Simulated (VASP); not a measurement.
# CdSe (Cadmoselite) (P6_3mc) in VASP: a series of runs

The runs below take CdSe (Cadmoselite) through single point, with PBE exchange alone, RPBE+D4.

Everything below comes from runs of VASP 6.6.1. Logs are shortened: lines on timing, memory, paths and dates and some standing lists are left out, and cuts for length are marked.

**Experimental background.**

A printed reference work, data compilation reports, for a bulk crystal of CdSe at 2 K: band gap 1.841 eV.

The runs below are set against these values where they give the same quantity.

## 1. The cell of the first run

The structure is hexagonal, space group P6_3mc (No. 186). The conventional cell has a = 4.328 Å, b = 4.328 Å, c = 7.066 Å, α = 90.00°, β = 90.00°, γ = 120.00°. Within 3.5 Å of Cd (site symmetry 3m) lie 4 Se at 2.63 to 2.72 Å. Within 3.5 Å of Se (site symmetry 3m) lie 4 Cd at 2.63 to 2.72 Å.

## 2. Single point, PBE exchange alone

INCAR

```
PREC = Accurate ; ENCUT = 520
EDIFF = 1E-6 ; ISMEAR = -1
SIGMA = 0.05 ; LREAL = False
LASPH = True ; NELM = 60
ALGO = Normal ; ISIF = 2
LWAVE = False ; LCHARG = False
GGA = PE ; ALDAC = 0.0
AGGAC = 0.0 ; NBANDS = 26
```

KPOINTS

```
regular mesh
0
Gamma
  7 7 4
```

POSCAR

```
CdSe
1.0
    4.3284776511      0.0000000000      0.0000000000
   -2.1642388256      3.7485716056      0.0000000000
    0.0000000000      0.0000000000      7.0664914211
Cd Se
2 2
Direct
    0.6666666667      0.3333333333      0.5000000000
    0.3333333333      0.6666666667      0.0000000000
    0.6666666667      0.3333333333      0.8850000000
    0.3333333333      0.6666666667      0.3850000000
```

Potentials or basis: VASP PAW PBE potentials, release 64 (Cd, Se).

Run with:

```bash
$ cat potpaw_PBE.64/Cd/POTCAR potpaw_PBE.64/Se/POTCAR > POTCAR
$ mpirun -np 1 vasp_std > vasp.out
```

OUTCAR:

```text
PREC = Accurate
   ENCUT = 520
   EDIFF = 1E-6
   ISMEAR = -1
   LREAL = False
   LASPH = True
   NELM = 60
   ISIF = 2
   GGA = PE

 ion  position               nearest neighbor table
   1  0.667  0.333  0.500-   4 2.63   4 2.63   4 2.63   3 2.72
   2  0.333  0.667  0.000-   3 2.63   3 2.63   3 2.63   4 2.72
   3  0.667  0.333  0.885-   2 2.63   2 2.63   2 2.63   1 2.72
   4  0.333  0.667  0.385-   1 2.63   1 2.63   1 2.63   2 2.72

  LATTYP: Found a hexagonal cell.
 ALAT       =     4.3284776511
 C/A-ratio  =     1.6325581395

  Lattice vectors:

 A1 = (   4.3284776511,   0.0000000000,   0.0000000000)
 A2 = (  -2.1642388256,   3.7485716056,   0.0000000000)
 A3 = (   0.0000000000,   0.0000000000,   7.0664914211)

Analysis of symmetry for initial positions (statically):
=====================================================================
 Subroutine PRICEL returns:
 Original cell was already a primitive cell.

 Routine SETGRP: Setting up the symmetry group for a
 hexagonal supercell.

 Subroutine GETGRP returns: Found 12 space group operations
 (whereof  6 operations were pure point group operations)
 out of a pool of 24 trial point group operations.

The static configuration has the point symmetry C_3v.
 The point group associated with its full space group is C_6v.

Analysis of symmetry for dynamics (positions and initial velocities):
=====================================================================
 Subroutine PRICEL returns:
 Original cell was already a primitive cell.

 Routine SETGRP: Setting up the symmetry group for a
 hexagonal supercell.

 Subroutine GETGRP returns: Found 12 space group operations
 (whereof  6 operations were pure point group operations)
 out of a pool of 24 trial point group operations.

The dynamic configuration has the point symmetry C_3v.
 The point group associated with its full space group is C_6v.

 Subroutine INISYM returns: Found 12 space group operations
 (whereof  6 operations are pure point group operations),
 and found     1 'primitive' translations

----------------------------------------------------------------------------------------

                                     Primitive cell

  volume of cell :     114.6581

  direct lattice vectors                    reciprocal lattice vectors
     4.328477651  0.000000000  0.000000000     0.231028107  0.133384140  0.000000000
    -2.164238826  3.748571606  0.000000000     0.000000000  0.266768280  0.000000000
     0.000000000  0.000000000  7.066491421     0.000000000  0.000000000  0.141512943

  length of vectors
     4.328477651  4.328477651  7.066491421     0.266768280  0.266768280  0.141512943

  position of ions in fractional coordinates (direct lattice)
     0.666666667  0.333333333  0.500000000
     0.333333333  0.666666667  0.000000000
     0.666666667  0.333333333  0.885000000
     0.333333333  0.666666667  0.385000000

  ion indices of the primitive-cell ions
   primitive index   ion index
                 1           1
                 2           2
                 3           3
                 4           4

----------------------------------------------------------------------------------------

 KPOINTS: regular mesh

Automatic generation of k-mesh.
 Grid dimensions read from file:
 generate k-points for:    7    7    4

 Generating k-lattice:

  Cartesian coordinates                     Fractional coordinates (reciprocal lattice)
     0.033004015  0.019054877  0.000000000     0.142857143  0.000000000  0.000000000
     0.000000000  0.038109754  0.000000000     0.000000000  0.142857143  0.000000000
     0.000000000  0.000000000  0.035378236     0.000000000  0.000000000  0.250000000

  Length of vectors
     0.038109754  0.038109754  0.035378236

  Shift w.r.t. Gamma in fractional coordinates (k-lattice)
     0.000000000  0.000000000  0.000000000

 Subroutine IBZKPT returns following result:
 ===========================================

 Found     24 irreducible k-points:

 Following reciprocal coordinates:
            Coordinates               Weight
  0.000000  0.000000  0.000000      1.000000
  0.142857  0.000000  0.000000      6.000000
  0.285714  0.000000  0.000000      6.000000
  0.428571  0.000000  0.000000      6.000000
  0.142857  0.142857  0.000000      6.000000
  0.285714  0.142857  0.000000     12.000000
[... 16 lines left out ...]
  0.428571  0.142857  0.500000      6.000000
  0.285714  0.285714  0.500000      6.000000
   k-points           NKPTS =     24   k-points in BZ     NKDIM =     24   number of bands    NBANDS=     26
   number of dos      NEDOS =    301   number of ions     NIONS =      4
   total plane-waves  NPLWV =  55296
   dimension x,y,z NGX =    32 NGY =   32 NGZ =   54
   dimension x,y,z NGXF=    64 NGYF=   64 NGZF=  108
   ions per type =               2   2
   NGX,Y,Z   is equivalent  to a cutoff of  12.29, 12.29, 12.70 a.u.
   NGXF,Y,Z  is equivalent  to a cutoff of  24.58, 24.58, 25.41 a.u.
 SYSTEM =  unknown system
   PREC   = accura    normal or accurate (medium, high low for compatibility)
   ISTART =      0    job   : 0-new  1-cont  2-samecut
   ICHARG =      2    charge: 1-file 2-atom 10-const
   ISPIN  =      1    spin polarized calculation?
   LNONCOLLINEAR =      F non collinear calculations
   LSORBIT =      F    spin-orbit coupling
   LASPH  =      T    aspherical Exc in radial PAW
   ENCUT  =  520.0 eV  38.22 Ry    6.18 a.u.   8.05  8.05 13.14*2*pi/ulx,y,z
   NELM   =     60;   NELMIN=  2; NELMDL= -5     # of ELM steps
   EDIFF  = 0.1E-05   stopping-criterion for ELM
   LREAL  =      F    real-space projection
   EDIFFG = 0.1E-04   stopping-criterion for IOM
   NSW    =      0    number of steps for IOM
   IBRION =     -1    ionic relax: 0-MD 1-quasi-New 2-CG
   NFREE  =      0    steps in history (QN), initial steepest desc. (CG)
   ISIF   =      2    stress and relaxation
   ISYM   =      2    0-nonsym 1-usesym 2-fastsym
   POTIM  = 0.5000    time-step for ionic-motion
   TEBEG  =    0.0;   TEEND  =   0.0 temperature during run
   PSTRESS=    0.0 pullay stress
   NELECT =      36.0000    total number of electrons
   NUPDOWN=      -1.0000    fix difference up-down
   EMIN   =  10.00;   EMAX   =-10.00  energy-range for DOS
   EFERMI =   0.00;   METHOD = LEGACY
   ISMEAR =    -1;   SIGMA  =   0.05  broadening in eV -4-tet -1-fermi 0-gaus
   EFERMI_NEDOS =   21; number of points for ismear=-14 and -15
   IALGO  =     38    algorithm
   IMIX   =      4    mixing-type and parameters
     AMIX     =   0.40;   BMIX     =  1.00
     AMIX_MAG =   1.60;   BMIX_MAG =  1.00
  volume/ion in A,a.u.               =      28.66       193.44
  Fermi-wavevector in a.u.,A,eV,Ry     =   1.112690  2.102679 16.845078  1.238078
  Thomas-Fermi vector in A             =   2.249267
   LORBIT       =      0    0 simple, 1 ext, 2 COOP (PROOUT), +10 PAW based schemes
   GGA     = PE    functional components
   LHFCALC =     F    Hartree Fock is set to
   AEXX    =    0.0000 exact exchange contribution
   IVDW    =     0    specifies the selected vdW correction
   LEPSILON=     F    determine dielectric tensor
   LRPA    =     F    only Hartree local field effects (RPA)
 non-spin polarized calculation
  energy-cutoff  :      520.00
  volume of cell :      114.66
 maximum number of plane-waves:      3102
   NGX = 17   NGY = 17   NGZ = 27

 number of electron      35.9999999 magnetization

 Free energy of the ion-electron system (eV)
  ---------------------------------------------------
  ext. energy  EPLUGINS =         0.00000000
  ---------------------------------------------------
  free energy    TOTEN  =        -6.57283665 eV

  energy without entropy =       -6.57280450  energy(sigma->0) =       -6.57282057

 E-fermi :   2.5733     XC(G=0):  -7.3140

 val. band max:        2.2311529085   @ k =   0.0000   0.0000   0.0000
 cond. band min:       2.8472739156   @ k =   0.0000   0.0000   0.0000
 fundamental gap:      0.6161210071
 Fermi energy:         2.5732536216

 k-point     1 :       0.0000    0.0000    0.0000
  band No.  band energies     occupation
      1     -10.2731      2.00000
      2      -9.9227      2.00000
      3      -5.5785      2.00000
      4      -5.5785      2.00000
      5      -5.5242      2.00000
      6      -5.5242      2.00000
[... 18 lines left out ...]
     25       9.1922      0.00000
     26       9.9017      0.00000

 k-point     2 :       0.1429    0.0000    0.0000
  band No.  band energies     occupation
      1     -10.2126      2.00000
      2      -9.8932      2.00000
      3      -5.5534      2.00000
      4      -5.5433      2.00000
      5      -5.4977      2.00000
      6      -5.4925      2.00000
[... 18 lines left out ...]
     25       9.5628      0.00000
     26       9.6677      0.00000

 k-point     3 :       0.2857    0.0000    0.0000
  band No.  band energies     occupation
      1     -10.0680      2.00000
      2      -9.8332      2.00000
      3      -5.5034      2.00000
      4      -5.4915      2.00000
      5      -5.4207      2.00000
      6      -5.3994      2.00000
[... 18 lines left out ...]
     25       9.8610      0.00000
     26      10.2513      0.00000

 k-point     4 :       0.4286    0.0000    0.0000
  band No.  band energies     occupation
      1      -9.9346      2.00000
      2      -9.8006      2.00000
      3      -5.4732      2.00000
      4      -5.4718      2.00000
      5      -5.3649      2.00000
      6      -5.3237      2.00000
[... 18 lines left out ...]
     25      10.1552      0.00000
     26      11.3546      0.00000
[... 496 lines left out ...]
      1      -9.8809      2.00000
      2      -9.8809      2.00000
      3      -5.4416      2.00000
      4      -5.4416      2.00000
      5      -5.4179      2.00000
      6      -5.4179      2.00000
[... 18 lines left out ...]
     25       9.9670      0.00000
     26       9.9670      0.00000

 k-point    23 :       0.4286    0.1429    0.5000
  band No.  band energies     occupation
      1      -9.8387      2.00000
      2      -9.8387      2.00000
      3      -5.4240      2.00000
      4      -5.4240      2.00000
      5      -5.4102      2.00000
      6      -5.4102      2.00000
[... 18 lines left out ...]
     25      10.5584      0.00000
     26      10.5584      0.00000

 k-point    24 :       0.2857    0.2857    0.5000
  band No.  band energies     occupation
      1      -9.8290      2.00000
      2      -9.8290      2.00000
      3      -5.4164      2.00000
      4      -5.4164      2.00000
      5      -5.3987      2.00000
      6      -5.3987      2.00000
[... 18 lines left out ...]
     25      10.2739      0.00000
     26      10.2739      0.00000

------------------------ aborting loop because EDIFF is reached ----------------------------------------

  FORCE on cell =-STRESS in cart. coord.  units (eV):
  Direction    XX          YY          ZZ          XY          YZ          ZX
  --------------------------------------------------------------------------------------
  -------------------------------------------------------------------------------------
  Total        7.6115741      7.6115741      6.0121456     -0.0000000     -0.0000000      0.0000000
  in kB      106.3604671    106.3604671     84.0108235     -0.0000000     -0.0000000      0.0000000
  external PRESSURE =      98.9105859 kB  Pullay stress =       0.0000000 kB

 VOLUME and BASIS-vectors are now :
 -----------------------------------------------------------------------------
  energy-cutoff  :      520.00
  volume of cell :      114.66
      direct lattice vectors                 reciprocal lattice vectors
     4.328477651  0.000000000  0.000000000     0.231028107  0.133384140  0.000000000
    -2.164238826  3.748571606  0.000000000     0.000000000  0.266768280  0.000000000
     0.000000000  0.000000000  7.066491421     0.000000000  0.000000000  0.141512943

 POSITION                                       TOTAL-FORCE (eV/Angst)
 -----------------------------------------------------------------------------------
      2.16424      1.24952      3.53325        -0.000000     -0.000000      0.320358
     -0.00000      2.49905      0.00000         0.000000     -0.000000      0.320358
      2.16424      1.24952      6.25384         0.000000     -0.000000     -0.320358
     -0.00000      2.49905      2.72060         0.000000      0.000000     -0.320358
 -----------------------------------------------------------------------------------
    total drift:                               -0.000000     -0.000000     -0.000567

  FREE ENERGIE OF THE ION-ELECTRON SYSTEM (eV)
  ---------------------------------------------------
  free  energy   TOTEN  =        -6.5728366475 eV

  energy  without entropy=       -6.5728045006  energy(sigma->0) =       -6.57282057
```

Run time: 33 s. Hardware: 1 thread of Intel Xeon 6975P-C (Granite Rapids), shared host; peak memory 0.25 GiB.

Results:

- Free energy: -6.5728 eV
- Pressure: 9.9 GPa
- Largest force: 0.320 eV/Å
- Band gap on the k mesh: 0.62 eV, direct

Forces in eV/Å, atoms in the order of the input:
```
Cd   0.000  0.000  0.320
Cd   0.000  0.000  0.320
Se   0.000  0.000 -0.320
Se   0.000  0.000 -0.320
```

Stress tensor (GPa, compression positive):
```
10.64  0.00  0.00
 0.00 10.64  0.00
 0.00  0.00  8.40
```

(Part 1 of 2 ends here.)
